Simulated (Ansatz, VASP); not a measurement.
KCl: VASP beside Ansatz

INCAR

```
ALGO = Normal ; EDIFF = 1E-6
ENCUT = 520 ; GGA = PE
ISIF = 2 ; ISMEAR = 0
LASPH = T ; LCHARG = F
LREAL = F ; LWAVE = F
NBANDS = 15 ; NELM = 80
PREC = Accurate ; SIGMA = 0.01
```

Contents of KPOINTS:

```
k-points
0
Gamma
  6 6 6
```

POSCAR

```
KCl
1.0
    0.0000000000      3.5337206842      3.5337206842
    3.5337206842      0.0000000000      3.5337206842
    3.5337206842      3.5337206842      0.0000000000
K Cl
1 1
Direct
    0.0000000000      0.0000000000      0.0000000000
    0.2500000000      0.2500000000      0.2500000000
```

Input for Ansatz:

```yaml
crystal:
  lattice:
    - [0.0, 3.5337206842, 3.5337206842]
    - [3.5337206842, 0.0, 3.5337206842]
    - [3.5337206842, 3.5337206842, 0.0]
  atoms:
    - { symbol: K, position: [0.0, 0.0, 0.0] }
    - { symbol: Cl, position: [0.25, 0.25, 0.25] }
kpoints:
  mp_grid: { grid: [6, 6, 6] }
hamiltonian:
  xc: pbe
scf:
  occupations: { method: fixed }
  n_extra_bands: 4
output:
  forces: true
  stress: true
  eigenvalues: true
```

Alike in both runs: task single point; functional PBE; k mesh 6 × 6 × 6; no spin polarisation.

|  | VASP | Ansatz |
| --- | --- | --- |
| version | VASP 6.6.1 | Ansatz 0.2.0 |
| potentials or method | VASP PAW PBE potentials, release 64 (K_sv, Cl) | plane waves, PAW |
| plane-wave cutoff (eV) | 520 | 420 |
| occupations | gaussian, width 0.01 eV | fixed |
| valence electrons in the cell | 16 | 16 |

```tsv
	VASP	Ansatz	Ansatz less VASP
gap on the k mesh at the Fermi level (eV)	4.73	4.73	+0.001
pressure (GPa)	0.0	0.0	-0.01
```

A k mesh can miss the band edges.
